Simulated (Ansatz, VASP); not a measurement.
**GaN in two plane-wave programs**

Aim: how closely do two programs agree when they are given the same cell, functional and k mesh? The cell is taken from a series of runs on this material, whose earlier steps may have relaxed, scaled, displaced or heated it; both programs get it as it stands.

Main program and level: Ansatz 0.2.0; plane waves, with VASP 6.6.1 beside it; zone-centre phonons at LDA.

## Step 1: The starting structure

It takes space group R3m (No. 160, trigonal). The conventional cell has a = 3.213 Å, b = 3.213 Å, c = 7.649 Å, α = 90.00°, β = 90.00°, γ = 120.00°. N has 4 Ga at 1.93 to 1.95 Å nearest. Nearest to Ga lie 4 N at 1.93 to 1.95 Å. Farther neighbours and most contacts between anions are not listed.

## Step 2: Ansatz: zone-centre phonons, LDA, pair 1

Ansatz runs on its PAW soft_1 files.

Second derivatives magnify differences that forces hide, and they need a tight electronic threshold.

Input file input.yaml:

```yaml
crystal:
  lattice:
    - [-0.0426847727, 2.2294697885, 2.2294697885]
    - [2.2294697885, -0.0426847727, 2.2294697885]
    - [2.2294697885, 2.2294697885, -0.0426847727]
  atoms:
    - { symbol: "N", position: [0.2513732619, 0.2513732619, 0.2513732619] }
    - { symbol: Ga, position: [-0.0013732619, -0.0013732619, -0.0013732619] }
kpoints:
  mp_grid: { grid: [12, 12, 12] }
hamiltonian:
  xc: lda
  pseudopotentials: { kind: paw, azcp: { folder: soft_1 }, xc_functional: pbe }
scf:
  occupations: { method: fixed }
output:
  eigenvalues: true
phonons:
  method: dfpt
  dielectric: true
  rigid_motions: translations
```

Command:

```bash
$ ansatz run input.yaml --threads 4 --pin off --max-ram 10240MiB --backend cpu --events-out ev --progress --plain --runs-dir out
```

Numbers of over 12 decimals in the logs are rounded to 6 here.

Log:

```text
Engine: ansatz 0.2.0, x86_64-unknown-linux-gnu
Pseudopotentials: kind: paw
Pseudopotential: N, paw, valence charge 5, recommended cutoff 420 eV (normal), soft_1/N.paw.azcp
Pseudopotential: Ga, paw, valence charge 13, recommended cutoff 420 eV (normal), soft_1/Ga.paw.azcp
Functional definition: SPW92
  exchange = slater_x
  correlation = pw_c
Crystal: 2 atoms, lattice volume = 22.800 Å³
Basis set: ecut = 420 eV, 447 PW (Γ), exchange–correlation on 48×48×48 points (8 copies of the dense FFT grid, shifted against one another)
Bands: 13, of which v1, the nominal top of the filled ones, is band 9 counted from 1 (8 counted from 0)
Symmetry: 6 space group operations
k-points: 476 of 1728 (irreducible under 2 space group operations, time reversal used)
Non-local potential: N, projectors of the file, l = 0: 2, l = 1: 2, l = 2: 1
Non-local potential: Ga, projectors of the file, l = 0: 2, l = 1: 2, l = 2: 3, l = 3: 1
PAW form: soft (Blöchl's): semilocal exchange-correlation on the pseudo side does not see the compensation charge
PAW frozen core: N, regenerated for the run's functional, and the local potential with it (the file was generated under x = pbe(κ = 0.804, μ = 0.219515), c = pbe(β = 0.066725))
PAW frozen core: Ga, regenerated for the run's functional, and the local potential with it (the file was generated under x = pbe(κ = 0.804, μ = 0.219515), c = pbe(β = 0.066725))
PAW one-centre angular grid: N, 110 points (default); XC on 64 Gauss nodes
PAW one-centre angular grid: Ga, 590 points (default); XC on 64 Gauss nodes
Initial density: superposition of atomic densities (chi_scale 0.1, normalization cell, long waves kept (reshape's long-wave potential 0.00 eV rms))
Initial wavefunctions: pseudopotential atomic-orbital guess
Functional: x = slater, c = lda
SCF iter   1: F=—  HF=-4082.665332 eV  |F-HF|=—  |Δ(HF+E_count)|=         —  Δρ=1.02e-1  dr2=2.09e0  ethr=3.10e-3  ⟨swp⟩=4.0  Hψ=27376  notcnv=0  defer=739
preconditioner: auto → none  [insulator: Δε(μ)=2.506 eV  Ē_g=19.079 eV  n_scr=8 (ndim 8)  ℏωp=33.0 eV  f_vac=0.000  ε∞_Penn≈4.0]
SCF iter   2: F=—  HF=-4082.192138 eV  |F-HF|=—  |Δ(HF+E_count)|=   4.73e-1  Δρ=5.77e-2  dr2=4.75e-1  ethr=3.10e-3  ⟨swp⟩=2.1  Hψ=14239  notcnv=0  defer=199
SCF iter   3: F=—  HF=-4082.075036 eV  |F-HF|=—  |Δ(HF+E_count)|=   1.17e-1  Δρ=1.87e-2  dr2=4.14e-2  ethr=2.64e-3  ⟨swp⟩=2.0  Hψ=8642  notcnv=0  defer=949
SCF iter   4: F=—  HF=-4082.065758 eV  |F-HF|=—  |Δ(HF+E_count)|=   9.28e-3  Δρ=7.74e-3  dr2=5.87e-3  ethr=2.30e-4  ⟨swp⟩=2.0  Hψ=12201  notcnv=0  defer=950
SCF iter   5: F=—  HF=-4082.063002 eV  |F-HF|=—  |Δ(HF+E_count)|=   2.76e-3  Δρ=9.30e-4  dr2=5.74e-5  ethr=3.26e-5  ⟨swp⟩=2.0  Hψ=11171  notcnv=0  defer=950
SCF iter   6: F=—  HF=-4082.062986 eV  |F-HF|=—  |Δ(HF+E_count)|=   1.66e-5  Δρ=1.35e-4  dr2=2.03e-6  ethr=3.19e-7  ⟨swp⟩=2.0  Hψ=9190  notcnv=0  defer=278
SCF iter   7: F=—  HF=-4082.062985 eV  |F-HF|=—  |Δ(HF+E_count)|=   8.60e-7  Δρ=1.55e-5  dr2=2.69e-8  ethr=1.13e-8  ⟨swp⟩=2.8  Hψ=10499  notcnv=0
SCF iter   8: F=—  HF=-4082.062985 eV  |F-HF|=—  |Δ(HF+E_count)|=   4.50e-9  Δρ=1.56e-6  dr2=3.89e-10  ethr=1.50e-10  ⟨swp⟩=2.0  Hψ=7432  notcnv=0
SCF iter   9: F=-4082.062985 eV  HF=-4082.062985 eV  |F-HF|=1.36e-11  |Δ(HF+E_count)|=  1.17e-10  Δρ=3.46e-7  dr2=1.78e-11  ethr=1.00e-12  ⟨swp⟩=6.2  Hψ=32553  notcnv=0
SCF 1 converged in 9 iterations: F = -4082.062985 eV  dr2 = 1.78e-11
  greatest PAW one-centre occupation: 0.996 electrons in one spin orbital (limit 2), on the Ga atom at site 1 (counted from 0), in its partial waves of l = 2
NSCF: frozen V_eff on 5 k-points
DFPT response loops at Γ: preconditioner auto → none (the input reference at scf.mixing.eps_inf says where Resta's filter doesn't serve); β = 0.50; Broyden in place of MSR1
── the response to a field inside a basis, on 12×12×12 k-points: an SCF that follows is theirs, and a resumed run solves both again ──
Bands: 10, of which v1, the nominal top of the filled ones, is band 9 counted from 1 (8 counted from 0)
k-points: 182 of 1728 (time reversal used)
Initial density: handed on by an earlier stage of this run
Initial wavefunctions: pseudopotential atomic-orbital guess (no wavefunctions were taken with the density)
Eigensolver: Dense (182 Hₖ)
SCF iter   1: F=—  HF=-4082.064796 eV  |F-HF|=—  |Δ(HF+E_count)|=         —  Δρ=4.65e-4  dr2=8.78e-6  ethr=1.00e-1
preconditioner: auto → none  [insulator: Δε(μ)=1.937 eV  Ē_g=15.203 eV  n_scr=8 (ndim 8)  ℏωp=33.0 eV  f_vac=0.000  ε∞_Penn≈5.7]
SCF iter   2: F=—  HF=-4082.064795 eV  |F-HF|=—  |Δ(HF+E_count)|=   1.23e-6  Δρ=2.56e-4  dr2=4.23e-6  ethr=4.88e-8
SCF iter   3: F=—  HF=-4082.064796 eV  |F-HF|=—  |Δ(HF+E_count)|=   1.04e-6  Δρ=1.08e-4  dr2=2.36e-6  ethr=2.35e-8
SCF iter   4: F=-4082.064795 eV  HF=-4082.064795 eV  |F-HF|=7.40e-9  |Δ(HF+E_count)|=   1.02e-6  Δρ=1.33e-5  dr2=1.69e-8  ethr=1.31e-8
SCF 1 converged in 4 iterations: F = -4082.064795 eV  dr2 = 1.69e-8
DFPT response loops at Γ: mixed as the last ones told, above
WARN: field response: ε∞ stands inside a basis, on 12×12×12 points; the force constants stand on the 12×12×12 k-mesh, whose period is 13.63 times the interband length at k = (0.0000, 0.0000, 0.0000), direct gap 1.624 eV, under 14: take them and everything formed from them as unconverged, and compare with a denser kpoints.mp_grid
SCF converged after 9 iterations
Free energy (F): -4082.062985 eV
Harris-Foulkes:  -4082.062985 eV  (|F-HF|=1.36e-11)
Internal energy: -4082.062985 eV  (E = F + TS)
E sigma→0 (E₀):  -4082.062985 eV
Fermi energy:    9.443207 eV
--- Per-component energies (eV) ---
  E_band       = -12.352752
  E_kinetic    = 240.471120
  E_local      = -1414.437205  (includes V_loc(G=0)·N_el)
  E_nonlocal   = -51.938622
  E_hartree    = 892.015593
  E_xc         = -121.369154
  E_vxc        = -130.826483  (∫ρ·V_xc dr)
  E_paw        = -2039.134883  (= ΣΔE_a)
  E_vpaw       = -439.653437  (= ΣTr[D̂ρ^β])
  E_aug_tail   = 0.000691  (compensation charges beyond the density's cutoff)
  E_ewald      = -1589.479050
  E_core_change = 1.808525  (= ΣΔE_core)
  E_smearing   = -0.000000  (= −TS)
  E_closure    = 0.000000  (closes the sum)
  Σ components = -4082.062985   (vs F -4082.062985, Δ=0.00e0)
--- Band table (eV; the first three rows and the last of 476) ---
  k-point 0: bands = [... 5 lower, -3.9428, 9.2697, 9.2697, 9.4432, 11.0676, 19.2669, 19.2669, 19.9353]
  k-point 1: bands = [... 5 lower, -3.9434, 8.4561, 9.1960, 9.3514, 11.7204, 18.9696, 19.3974, 19.9885]
  k-point 2: bands = [... 5 lower, -3.9425, 6.9887, 9.0038, 9.1532, 12.6597, 18.3544, 19.6814, 20.1545]
  k-point 475: bands = [... 5 lower, -2.4255, 2.3001, 8.2161, 8.2161, 13.6250, 18.0471, 19.2561, 19.2561]
--- Phonons (Γ-DFPT): 2 representative perturbations + reference, on 476 of 1728 k-points (Σ response iterations 6) ---
  k mesh reduced under 2 symmetry operations, with k and −k counted as one. Each operation leaves every solved perturbation unchanged. A smaller set is not considered because the run solves the response to a homogeneous field
  ASR residual: 3.060e-4 → 0.000e0 eV/Å²; symmetrization residual: 1.415e-6 eV/Å²
  ASR residual per site (eV/Å²): 3.06e-4 5.99e-5
  Γ frequencies (cm⁻¹): 0.00 0.00 0.00 519.75 519.75 541.22
  ε∞ (high-frequency dielectric tensor):
        5.954261    -0.075312    -0.075312
       -0.075312     5.954261    -0.075312
       -0.075312    -0.075312     5.954261
  ε⁰ (static dielectric tensor: ions relaxed, cell fixed):
       10.639650    -0.265482    -0.265482
       -0.265482    10.639650    -0.265482
       -0.265482    -0.265482    10.639650
  ε⁰ − ε∞ (ionic part):
        4.685389    -0.190169    -0.190169
       -0.190169     4.685389    -0.190169
       -0.190169    -0.190169     4.685389
  softest optical mode at Γ: 519.75 cm⁻¹; the repairs (sum rule, projections) moved no ω² at Γ by more than (2.48 cm⁻¹)²
  Born effective charges Z* (e; rows j = field, columns β = displacement):
    site 0:
        -2.64883    0.01912    0.01912
         0.01912   -2.64883    0.01912
         0.01912    0.01912   -2.64883
    site 1:
         2.64883   -0.01912   -0.01912
        -0.01912    2.64883   -0.01912
        -0.01912   -0.01912    2.64883
  Z* charge neutrality: 8.663e-4 e pre-enforcement
  solved inside a basis spanned on kpoints, on 12×12×12 k-points, its susceptibility summed on 16×16×16: ε∞ is read to err by 2.1e-2, Z* by 1.9e-2 e (field_mesh: kpoints solves on kpoints); Z* is corrected for what the basis lacks
  optical modes at Γ without the LO–TO term, one row a degenerate level:
      ω (cm⁻¹)  modes    IR ((D/Å)²/amu)
        519.75      2            28.1585
        541.22      1            13.4804
  optical modes at Γ + LO–TO along q̂ = [1.0000, 0.0000, 0.0000]:
      ω (cm⁻¹)  modes    IR ((D/Å)²/amu)
        519.75      1            14.0792
        533.86      1            13.7031
        704.35      1            13.8565
  optical modes at Γ + LO–TO along q̂ = [0.0000, 1.0000, 0.0000]:
      ω (cm⁻¹)  modes    IR ((D/Å)²/amu)
        519.75      1            14.0792
        533.86      1            13.7031
        704.35      1            13.8565
  optical modes at Γ + LO–TO along q̂ = [0.0000, 0.0000, 1.0000]:
      ω (cm⁻¹)  modes    IR ((D/Å)²/amu)
        519.75      1            14.0792
        533.86      1            13.7031
        704.35      1            13.8565
```

In the SCF lines HF is the Harris–Foulkes energy and dr2 the Hartree energy of the density residual, in eV; the loop may stop once dr2 is under the threshold and the program's other checks hold. Hψ counts applications of the Hamiltonian.

(Continued in part 2 of 3.)

[Lines on the potential files, build, host, timing and source positions are cut from VASP's logs without a mark.]

[Logs are printed without paths, hosts, clocks, repeated set-up lines and the standing remarks that a program may print on its own settings, such as how far it seeks lower states.]

[Hosts, paths, dates, database ids (printed as entryN), source tags and the programs' standing remarks are cut or masked in the printed files.]
